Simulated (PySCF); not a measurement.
Compound: C4H9N.
Numbering: `[CH2:1]1[CH2:2][CH2:3][NH:4][CH2:5]1` (hydrogens: H6, H7 on C1; H8, H9 on C2; H10, H11 on C3; H12 on N4; H13, H14 on C5)

Level: wB97X-D/pcSseg-2 in PySCF, non-relativistic, on one gas-phase PBE0-D3(BJ)/def2-TZVP geometry that isn't relaxed in the solvent. The solvent is an IEF-PCM continuum (van der Waals radii × 1.2). Only the electrostatic response of the medium enters.

Gas phase at wB97X-D/pcSseg-2: HOMO -8.47 eV, LUMO 2.17 eV, dipole 1.36 D.

Task: What does the continuum do to the energy, the frontier levels and the dipole at wB97X-D/pcSseg-2 in chloroform?

Result: 
| solvent | ε | E(solvent) − E(gas) (kJ/mol) | polarisation term (kJ/mol) | distortion of the solute (kJ/mol) | HOMO (eV) | LUMO (eV) | dipole (D) |
| --- | --- | --- | --- | --- | --- | --- | --- |
| chloroform | 4.711 | -11.12 | -12.38 | 1.26 | -8.54 | 2.36 | 1.70 |

Polarisation term: ½ Σ q·V over the induced surface charges. Distortion: the rise of the solute's own energy as its density leaves the gas-phase optimum.

Task: Which radius a makes the point-dipole formula ΔE = −[(ε − 1)/(2ε + 1)]·μ²/a³ give the value in chloroform, with the gas-phase dipole?

Result: μ = 0.535 au and |ΔE| = 0.00423 Eh give a = 1.53 Å; the farthest nucleus lies 2.27 Å from the centroid of the nuclei, so such a sphere wouldn't even hold the nuclei. The formula assumes a rigid point dipole at the centre of a sphere.

Hardware: one thread of an Arm Neoverse V1, shared host. Cost: 47 s, 1.6 GiB resident at most. This is the whole shielding run at wB97X-D/pcSseg-2 in chloroform, SCF included.

wB97X-D is run here without its empirical dispersion term; that term would change no orbital, density or response property at a fixed geometry.
